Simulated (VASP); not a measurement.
Input of a VASP 6.6.1 run:

INCAR

```
SYSTEM = NaI
  ALGO = Normal
  EDIFF = 1E-7
  EDIFFG = -0.01
  ENCUT = 600
  GGA = PS
  IBRION = 2
  ISIF = 2
  ISMEAR = 0
  LASPH = .TRUE.
  LCHARG = .FALSE.
  LREAL = .FALSE.
  LWAVE = .FALSE.
  NELM = 80
  NSW = 40
  PREC = Accurate
  SIGMA = 0.03
```

Contents of KPOINTS:

```
k-points
0
G
  8 8 8
  0 0 0
```

POSCAR

```
NaI                                     
1.0
    0.0000000000      3.1612422582      3.1612422582
    3.1612422582      0.0000000000      3.1612422582
    3.1612422582      3.1612422582      0.0000000000
  Na              I             
     1     1
Direct
     1.0000000000000000    1.0000000000000000    0.0000000000000000
     0.5000000000000000    0.5000000000000000    0.5000000000000000
```

Potentials or basis: VASP PAW PBE potentials, release 64 (Na_pv, I).

Command:

```sh
$ cat potpaw_PBE.64/Na_pv/POTCAR potpaw_PBE.64/I/POTCAR > POTCAR
$ mpirun -np 1 vasp_std > vasp.out
```

(1) What does it give for the band gap on the k mesh?

Answers

(1) 3.70 eV, direct.

Caveat: the relaxation stopped at its first step, so nothing moved; spin-orbit coupling is left out, which moves the levels of the heavy elements.
